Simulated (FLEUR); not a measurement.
**PbS (Galena) under changes of volume**

One of the cells (26.086 Å³/atom); the others are scaled copies at fixed shape and fractional positions:

```
Pb S
1.0
     0.00000    2.96575    2.96575
     2.96575    0.00000    2.96575
     2.96575    2.96575    0.00000
Pb S
1 1
Direct
  0.00000 0.00000 0.00000
  0.50000 0.50000 0.50000
```

| Quantity | Value |
| --- | --- |
| Program | FLEUR MaX-R8.1 (later development tree) |
| Functional | RPBE |
| Potentials or basis | all-electron |
| Basis | FLAPW |
| Kmax | 4.54 1/bohr |
| k mesh | 8 × 8 × 8 |
| Occupations | fermi-dirac, width 0.05 eV |
| Spin | no spin polarisation |

```tsv
volume (Å³/atom)	energy over the lowest point (meV/atom)	gap on the mesh (eV)
24.521	86.36	0.31
25.042	60.59	0.41
26.086	?	?
27.129	4.43	0.72
27.651	0.00	0.78
```

Task: What does the run at 26.086 Å³/atom give?

Result: Energy over the lowest point 24.04 meV/atom; gap on the mesh 0.57 eV.

Worked out: A Birch-Murnaghan fit of order 2 (a polynomial in V^(-2/3)) to the other rows has its minimum at 28.11 Å³/atom, just outside them, with B0 = V·E''(V) = 49 GPa. It gives 24.00 meV/atom at 26.086 Å³/atom, against the run's 24.04. A straight line through the other rows of the gap, of slope 3.9 eV per unit of ln V (its deformation potential), gives 0.56 eV, against the run's 0.57.

Energies are extrapolated to zero smearing.

Caveats: spin-orbit coupling is left out, which as a rule narrows the gap of such compounds by several tenths of an eV.

A mesh can miss the band edges.
